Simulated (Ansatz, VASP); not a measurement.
**Ge: VASP beside Ansatz**

File INCAR:

```
AGGAC = 0.0
ALDAC = 0.0
ALGO = Normal
EDIFF = 1E-6
ENCUT = 520
GGA = PE
ISIF = 2
ISMEAR = -1
LASPH = T
LCHARG = T
LELF = T
LREAL = F
LVHAR = T
LWAVE = F
NBANDS = 21
NELM = 60
PREC = Accurate
SIGMA = 0.05
```

The input KPOINTS:

```
k-points
0
Gamma
  8 8 8
```

Contents of POSCAR:

```
Ge
1.0
    0.0000000000      2.8289100000      2.8289100000
    2.8289100000      0.0000000000      2.8289100000
    2.8289100000      2.8289100000      0.0000000000
Ge
2
Direct
    0.7500000000      0.7500000000      0.7500000000
    0.5000000000      0.5000000000      0.5000000000
```

The input input.yaml:

```yaml
crystal:
  lattice:
    - [0.0, 2.82891, 2.82891]
    - [2.82891, 0.0, 2.82891]
    - [2.82891, 2.82891, 0.0]
  atoms:
    - { symbol: Ge, position: [0.75, 0.75, 0.75] }
    - { symbol: Ge, position: [0.5, 0.5, 0.5] }
hamiltonian:
  xc: { exchange: pbe, correlation: none }
  pseudopotentials: { kind: paw }
kpoints:
  mp_grid: { grid: [8, 8, 8] }
  band_path:
    path:
      - [[0.0, 0.0, 0.0], [0.5, 0.0, 0.5], [0.5, 0.25, 0.75], [0.375, 0.375, 0.75], [0.0, 0.0, 0.0], [0.5, 0.5, 0.5], [0.625, 0.25, 0.625], [0.5, 0.25, 0.75], [0.5, 0.5, 0.5], [0.375, 0.375, 0.75]]
      - [[0.625, 0.25, 0.625], [0.5, 0.0, 0.5]]
    npoints: 14
scf:
  occupations: { method: fermi_dirac, width: 0.05 }
  n_extra_bands: 6
output:
  forces: true
  stress: true
  eigenvalues: true
  fatbands: false
```

Alike in both runs: functional PBE exchange alone; k mesh 8 × 8 × 8; occupations fermi-dirac, width 0.05 eV; no spin polarisation.

```csv
,VASP,Ansatz
version,VASP 6.6.1,Ansatz 0.2.0
potentials or method,"VASP PAW PBE potentials, release 64 (Ge_d)",Ansatz PAW
plane-wave cutoff (eV),520,420
valence electrons in the cell,28,28
task,single point,band structure
```

```csv
,VASP,Ansatz,Ansatz less VASP
gap on the k mesh at the Fermi level (eV),none,none,-
pressure (GPa),13.6,13.5,-0.14
```

A gap of «none» marks a metal or a gap that the smearing closes.

Caveats: this crystal is a semiconductor, whose small gap the functional closes, so the metal is an error of the method; the PAW data sets come from PBE, with cores solved anew for the run's functional, which leaves a small shift of forces and pressure (Ansatz).
